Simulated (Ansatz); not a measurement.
# Al₃Cu₂: enthalpy against pressure

Al₃Cu₂, P-3m1, a = 4.099 Å, c = 4.982 Å. The structure is a Materials Project entry; whether it is the stable form wasn't checked. Ansatz: PBEsol, PAW, 420 eV, Γ-centred 12×12×8 mesh on 5 atoms, Gaussian smearing 0.10 eV; no spin polarisation. Cell and atoms are relaxed at each pressure, and no other structure is tried, so the rows at high pressure may lie past a change of phase. y is the enthalpy over the state at zero pressure; there V0 = 14.496 Å³/atom. The pressures are the targets, met within 0.05 GPa.

| P (GPa) | y (eV/atom) |
| --- | --- |
| -1.0 | -0.0908 |
| 0.0 | 0.0000 |
| 1.0 | 0.0900 |
| 4.0 | 0.3558 |
| 12.0 | ? |
| 25.0 | 2.0777 |
| 50.0 | 3.9194 |
| 90.0 | 6.5792 |

Problem. Fit y = c1 P + c2 P² + c3 P³ to the other rows, say what c1 and c2 mean, and predict the missing value.

Solution. Least squares on the rows shown. y = 0.089124 P − 0.00026117 P² + 9.2391×10⁻⁷ P³. Since dH/dP = V, c1 is V0: 0.089124 eV/GPa × 160.2 = 14.278 Å³ against 14.496; c2 = −V0/(2B0) gives B0 = 171 GPa, where a Birch–Murnaghan fit to the volumes of the same runs (not shown) gives 114 GPa: a cubic over this range folds the higher terms into c2. At P = 12.0 the fit asked for gives 1.0335 eV/atom. The run gave 1.0369 eV/atom, so the fit is 0.0034 eV/atom too low, within twice the rms miss on the fitted rows (0.0017 eV/atom).